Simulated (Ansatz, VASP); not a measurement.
**Si: VASP beside Ansatz**

```xyz
8
Lattice="3.8677 0.0000 0.0000 -1.9339 3.3495 0.0000 0.0000 0.0000 25.2634" Properties=species:S:1:pos:R:3 pbc="T T T"
Si    0.0000    2.2330    7.6085
Si    0.0000    0.0000    8.2654
Si    0.0000    0.0000   10.6682
Si    1.9339    1.1165   11.4421
Si    1.9339    1.1165   13.8213
Si    0.0000    2.2330   14.5952
Si    0.0000    2.2330   16.9980
Si    0.0000    0.0000   17.6549
```

Alike in both runs: functional PBE; k mesh 9 × 9 × 1; occupations gaussian, width 0.05 eV; no spin polarisation.

Ansatz relaxed the structure, and its values are those at the end. VASP's run is a single point on that final structure, the one shown.

|  | VASP | Ansatz |
| --- | --- | --- |
| version | VASP 6.6.1 | Ansatz 0.2.0 |
| potentials or method | VASP PAW PBE potentials, release 64 (Si) | scalar-relativistic, plane waves, PAW |
| plane-wave cutoff (eV) | 520 | 420 |
| valence electrons in the cell | 32 | 32 |

|  | VASP | Ansatz | Ansatz less VASP |
| --- | --- | --- | --- |
| gap on the k mesh at the Fermi level (eV) | none | none | - |
| rms of the force components (eV/Å) | 0.003 | 0.001 | -0.0019 |
| work function, face that differs most (eV) | 4.70 | 4.70 | -0.003 |

A gap of «none» marks a metal or a gap that the smearing closes. Ansatz warned: «xc_potential_rough_in_thin_density».
